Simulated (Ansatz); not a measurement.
ZrO2 under changes of volume

One of the cells (10.990 Å³/atom); the others are scaled copies at fixed shape and fractional positions:

```
CELL_PARAMETERS angstrom
0.00000 2.54507 2.54507
2.54507 0.00000 2.54507
2.54507 2.54507 0.00000
ATOMIC_POSITIONS crystal
Zr 0.00000 0.00000 0.00000
O 0.75000 0.75000 0.75000
O 0.25000 0.25000 0.25000
```

Measurements of this composition are mostly on another form, of space group No. 14.

* Program: Ansatz 0.2.0
* Functional: r2SCAN
* Potentials or basis: Ansatz PAW
* Cutoff: 500 eV (not typed: the program's choice for these potentials)
* k mesh: 9 × 9 × 9
* Occupations: fermi-dirac, width 0.05 eV
* Spin: no spin polarisation

```csv
volume (Å³/atom),energy over the lowest point (meV/atom),pressure (GPa),gap on the mesh (eV)
10.331,?,?,?
10.551,14.76,11.3,4.07
10.770,3.47,5.3,4.00
10.990,0.00,-0.1,3.94
11.210,3.57,-5.0,3.87
11.430,13.49,-9.4,3.81
11.650,29.15,-13.4,3.75
```

**Question.** What does the run at 10.331 Å³/atom give?

**Answer.** Energy over the lowest point 34.71 meV/atom; pressure 17.9 GPa; gap on the mesh 4.13 eV.

Worked out: A Birch-Murnaghan fit of order 3 (a polynomial in V^(-2/3)) to the other rows has its minimum at 10.98 Å³/atom with B0 = V·E''(V) = 257 GPa and B' = 4.3. It gives 34.81 meV/atom at 10.331 Å³/atom, against the run's 34.71, and -dE/dV = 18.0 GPa, against 17.9. A straight line through the other rows of the gap, of slope -3.23 eV per unit of ln V, extrapolates to 4.14 eV, against the run's 4.13.

Energies are extrapolated to zero smearing.

Caveats: odd divisions of the mesh miss points on the zone boundary, where band edges often lie, so the gap on the mesh can be too wide; the PAW data sets come from PBE, with cores solved anew for the run's functional, which leaves a small shift of forces and pressure.

A mesh can miss the band edges. Spin-orbit coupling on Zr is left out.
